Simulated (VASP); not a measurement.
**AlN (wurtzite): one r²SCAN single-point calculation in two programs**

```
Al N
1.0
     3.10669    0.00000    0.00000
    -1.55335    2.69048    0.00000
     0.00000    0.00000    4.97859
Al N
2 2
Direct
  0.33333 0.66667 0.99670
  0.66667 0.33333 0.49670
  0.33333 0.66667 0.37830
  0.66667 0.33333 0.87830
```

The two codes use different PAW datasets and cutoffs. VASP's cell holds 16 valence electrons and Ansatz's 16. Ansatz's stress includes a Pulay correction; VASP's doesn't.

Cutoffs: 520 eV in VASP, 500 eV in Ansatz. k meshes: 12×12×6 and 12×12×6.

|  | VASP | Ansatz |
| --- | --- | --- |
| gap between bands v and c | 4.92 eV | 4.88 eV |
| least direct gap | 4.92 eV | 4.88 eV |
| pressure | -0.4 GPa | 0.0 GPa |

Band v is the last that the valence electrons fill when counted band by band, and c is the next. Levels in eV from the top of v, Ansatz:

| point | v−1 | v | c | c+1 |
| --- | --- | --- | --- | --- |
| Γ | -0.22 | 0.00 | 4.88 | 7.53 |
| M | -1.77 | -0.71 | 6.45 | 6.57 |
| K | -2.41 | -2.41 | 5.70 | 9.15 |
| A | -0.56 | -0.56 | 7.23 | 7.23 |
| L | -1.39 | -1.39 | 6.00 | 6.00 |
| H | -0.81 | -0.81 | 8.15 | 8.15 |

VASP:

```csv
point,v−1,v,c,c+1
Γ,-0.22,0.00,4.92,7.54
M,-1.77,-0.71,6.45,6.56
K,-2.41,-2.41,5.69,9.16
A,-0.56,-0.56,7.26,7.26
L,-1.39,-1.39,6.00,6.00
H,-0.81,-0.81,8.15,8.15
```
